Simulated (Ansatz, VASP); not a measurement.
## One calculation of SnSe, two programs

```xyz
4
Lattice="4.1513 0.0000 0.0000 0.0000 4.1513 0.0000 0.0000 0.0000 11.7117" Properties=species:S:1:pos:R:3 pbc="T T T"
Sn    2.0757    0.0000    4.3594
Sn    0.0000    2.0757    7.3523
Se    2.0757    0.0000    7.2149
Se    0.0000    2.0757    4.4968
```

Alike in both runs: task single point; functional PBE; dispersion D3(BJ); k mesh 8 × 8 × 4; occupations gaussian, width 0.05 eV; no spin polarisation.

|  | VASP | Ansatz |
| --- | --- | --- |
| version | VASP 6.6.1 | Ansatz 0.2.0 |
| potentials or method | VASP PAW PBE potentials, release 64 (Sn_d, Se) | scalar-relativistic, plane waves, PAW |
| plane-wave cutoff (eV) | 520 | 420 |
| valence electrons in the cell | 40 | 60 |

Ansatz gave:

* gap on the k mesh at the Fermi level (eV): 0.88
* least direct gap on the mesh (eV): 1.09
* rms of the force components (eV/Å): 0.224

What did VASP give for the same quantities?

gap on the k mesh at the Fermi level (eV): 0.87; least direct gap on the mesh (eV): 1.08; rms of the force components (eV/Å): 0.219.

Atom by atom the forces differ by 0.005 eV/Å (rms over components). The two sets of potentials don't hold the same shells in valence.

Caveats: spin-orbit coupling is left out, which moves the levels of the heavy elements.
